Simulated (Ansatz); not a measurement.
This was printed by a script on the Ansatz DFT code, driven from Python, for a convergence test of the k-point mesh of IrO2, space group P4_2/mnm. What did the script look like? Use (first run): PBE, PAW, the default cutoff (420 eV here), 2×2×2 k-points, cold smearing of 0.1 eV. The script varies mesh: (2, 2, 2), (2, 2, 3), (3, 3, 4), (4, 4, 6), (5, 5, 7), (6, 6, 9).

```
Ir O
1.0
     4.50510    0.00000    0.00000
     0.00000    4.50510    0.00000
     0.00000    0.00000    3.15860
Ir O
2 4
Direct
  0.00000 0.00000 0.00000
  0.50000 0.50000 0.50000
  0.30770 0.30770 0.00000
  0.19230 0.80770 0.50000
  0.69230 0.69230 0.00000
  0.80770 0.19230 0.50000
```

```console
$ python iro2.py
DeckWarning: basis.ecutwfc = 420 eV, auto-derived from the records' recommended cutoffs: set by Ir (normal level)
        mesh   F/atom (eV)    iterations      k-points
   (2, 2, 2)   -4355.92597             7             6
   (2, 2, 3)   -4355.85092             7             6
   (3, 3, 4)   -4355.87890             6             9
   (4, 4, 6)   -4355.87143             7            24
   (5, 5, 7)   -4355.87005             7            24
   (6, 6, 9)   -4355.87312             6            50
(2, 2, 2): -52.85 meV/atom
(2, 2, 3): +22.20 meV/atom
(3, 3, 4): -5.78 meV/atom
(4, 4, 6): +1.69 meV/atom
(5, 5, 7): +3.07 meV/atom
```
(Warnings from the package without file and line.)

One script that gives this output:

The script, `iro2.py`:
```python
"""Convergence of IrO2 with the k-point mesh."""

import ansatz as az
import numpy as np

vectors = np.array([
    [4.5051, 0.0, 0.0],
    [0.0, 4.5051, 0.0],
    [0.0, 0.0, 3.1586],
])
xtal = (
    az.Lattice.of(vectors)
    .atom("Ir", (0.0, 0.0, 0.0))
    .atom("Ir", (0.5, 0.5, 0.5))
    .atom("O", (0.3077, 0.3077, 0.0))
    .atom("O", (0.1923, 0.8077, 0.5))
    .atom("O", (0.6923, 0.6923, 0.0))
    .atom("O", (0.8077, 0.1923, 0.5))
)

base = (
    xtal.calculation()
    .functional(az.Functional.PBE)
    .occupations(az.OccupationsMethod.COLD, width=100 * az.meV)
)

rows = []
for value in [(2, 2, 2), (2, 2, 3), (3, 3, 4), (4, 4, 6), (5, 5, 7), (6, 6, 9)]:
    report = base.kpoints(mesh=value).run(threads=1).report
    rows.append((value, report["free_energy_ev"] / len(report["lattice"]["sites"]), report["n_iterations"], report["n_kpoints"]))

print("        mesh   F/atom (eV)    iterations      k-points")
for row in rows:
    print(f"{str(row[0]):>12s}  {row[1]:12.5f}  {row[2]:12d}  {row[3]:12d}")

# differences from the last row
for row in rows[:-1]:
    shift = 1000 * (row[1] - rows[-1][1])
    print(f"{row[0]}: {shift:+.2f} meV/atom" + ("  (within 1 meV)" if abs(shift) < 1 else ""))
```

Reading the output:
- No spin polarisation was allowed.
- Spin-orbit coupling, which matters for elements this heavy, is left out.
- The structure is a deposited one; some such entries were measured under pressure or heat, so a shift against it needn't be the functional's error alone.
- Shifts are counted from the finest mesh, which is itself no proven limit.
- It ran for 8.9 s on 1 thread of Intel(R) Xeon(R) Processor @ 2.30GHz, with other jobs on the host, peak memory 0.55 GiB.
